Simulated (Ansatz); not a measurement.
Crystal: BeTe.

```xyz
2
Lattice="0.0000 2.7700 2.7700 2.7700 0.0000 2.7700 2.7700 2.7700 0.0000" Properties=species:S:1:pos:R:3 pbc="T T T"
Te    4.1550    4.1550    4.1550
Be    0.0000    0.0000    0.0000
```

Base run:

* Program: Ansatz 0.2.0
* Functional: PBE
* Potentials or basis: all-electron LAPW, scalar-relativistic
* Cutoff: 193 eV (chosen from the basis error)
* Basis error allowed: 0.003 eV/atom
* k mesh: 5 × 5 × 5
* Occupations: fermi-dirac, width 0.03 eV
* Spin: no spin polarisation

Its results: band gap on the k mesh 1.98 eV, indirect (least direct gap 3.58 eV); pressure 4.4 GPa.

Problem. The run is repeated on the same cell with these changes: k mesh from 5 × 5 × 5 to 4 × 4 × 4. What comes out?

Solution. Band gap on the k mesh 1.85 eV, indirect (least direct gap 3.57 eV); pressure 4.8 GPa.

Caveats: some runs use coarse meshes; spin-orbit coupling is left out, which moves the levels of the heavy elements; an odd mesh through Γ misses points on the zone boundary, where band edges often lie (some runs).
